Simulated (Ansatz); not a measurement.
```
CELL_PARAMETERS angstrom
0.00000 2.10370 2.10370
2.10370 0.00000 2.10370
2.10370 2.10370 0.00000
ATOMIC_POSITIONS crystal
Si 0.00000 0.00000 0.00000
C 0.25000 0.25000 0.25000
```

```json
{
 "orbitals": "r²SCAN",
 "datasets": "hard PAW set made for 700 eV, made with PBE",
 "k mesh": "4×4×4",
 "empty bands": "120",
 "response cutoff": "200 eV",
 "wave cutoff": "700 eV",
 "frequencies": "contour deformation",
 "q → 0 term": "analytic weight of Carrier, Rohra and Görling",
 "band sums": "cut at the band count"
}
```

Program: Ansatz. The Kohn-Sham gap (from Γ to k = (0, -0.5, -0.5)) is 1.61 eV.

Task: By how much does G0W0 change the gap?

Result: By +0.67 eV, to 2.27 eV. The valence edge moves by -0.62 eV (Z = 0.81) and the conduction edge by +0.05 eV (Z = 0.83).

The cell is a model at fixed atoms and needn't be the relaxed known crystal. Points k are given in fractions of the reciprocal vectors. The mesh is coarse, so these are values at the stated settings, not converged ones. Band sums or response are cut, so the gap isn't at its basis limit. The gap is read on the mesh, and the crystal's band edges can lie off it. With r²SCAN or HSE06 the Kohn-Sham levels are generalised ones.
